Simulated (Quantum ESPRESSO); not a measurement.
# MgB2 under changes of volume

One of the cells (9.679 Å³/atom); the others are scaled copies at fixed shape and fractional positions:

```xyz
3
Lattice="3.0850 0.0000 0.0000 -1.5425 2.6717 0.0000 0.0000 0.0000 3.5230" Properties=species:S:1:pos:R:3 pbc="T T T"
Mg    0.0000    0.0000    0.0000
B     1.5425    0.8906    1.7615
B     0.0000    1.7811    1.7615
```

```yaml
Program: Quantum ESPRESSO 7.5
Functional: r2SCAN
Potentials_or_basis: SG15 PBE 1.2
Cutoff: 952 eV
Density_cutoff: 3810 eV
k_mesh: 8 × 8 × 6
Occupations: fermi-dirac, width 0.05 eV
Spin: no spin polarisation
```

| volume (Å³/atom) | energy over the lowest point (meV/atom) | pressure (GPa) |
| --- | --- | --- |
| 9.098 | ? | ? |
| 9.292 | 3.40 | 4.2 |
| 9.485 | 0.00 | 0.8 |
| 9.679 | 0.52 | -2.3 |
| 9.873 | 4.61 | -5.1 |
| 10.066 | 11.96 | -7.7 |
| 10.260 | 22.28 | -10.0 |

**Question.** What does the run at 9.098 Å³/atom give?

**Answer.** Energy over the lowest point 11.13 meV/atom; pressure 7.9 GPa.

Worked out: A Birch-Murnaghan fit of order 3 (a polynomial in V^(-2/3)) to the other rows has its minimum at 9.55 Å³/atom with B0 = V·E''(V) = 155 GPa and B' = 3.7 at fixed shape and positions, which overstates the stiffness. It gives 11.15 meV/atom at 9.098 Å³/atom, against the run's 11.13, and -dE/dV = 8.3 GPa, against 7.9.

Energies are extrapolated to zero smearing.

Caveats: the potentials were made for another functional, which shifts forces and pressure.
